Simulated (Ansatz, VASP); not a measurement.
## One calculation of ZnSe (Stilleite), two programs

```
Zn Se
1.0
     0.00000    2.83380    2.83380
     2.83380    0.00000    2.83380
     2.83380    2.83380    0.00000
Zn Se
1 1
Direct
  0.00000 0.00000 0.00000
  0.25000 0.25000 0.25000
```

Alike in both runs: task single point; functional r2SCAN; k mesh 6 × 6 × 6; no spin polarisation.

|  | VASP | Ansatz |
| --- | --- | --- |
| version | VASP 6.6.1 | Ansatz 0.2.0 |
| potentials or method | VASP PAW PBE potentials, release 64 (Zn, Se) | plane waves, PAW |
| plane-wave cutoff (eV) | 520 | 530 |
| occupations | gaussian, width 0.01 eV | fixed |
| valence electrons in the cell | 18 | 28 |

```tsv
	VASP	Ansatz	Ansatz less VASP
gap on the k mesh at the Fermi level (eV)	1.87	1.86	-0.004
pressure (GPa)	0.0	-0.1	-0.10
```

The two sets of potentials don't hold the same shells in valence.

Caveats: the PAW data sets were made with another functional, which shifts forces and pressure a little (VASP). r2SCAN opens gaps a little over a GGA but as a rule still falls short of measured ones.
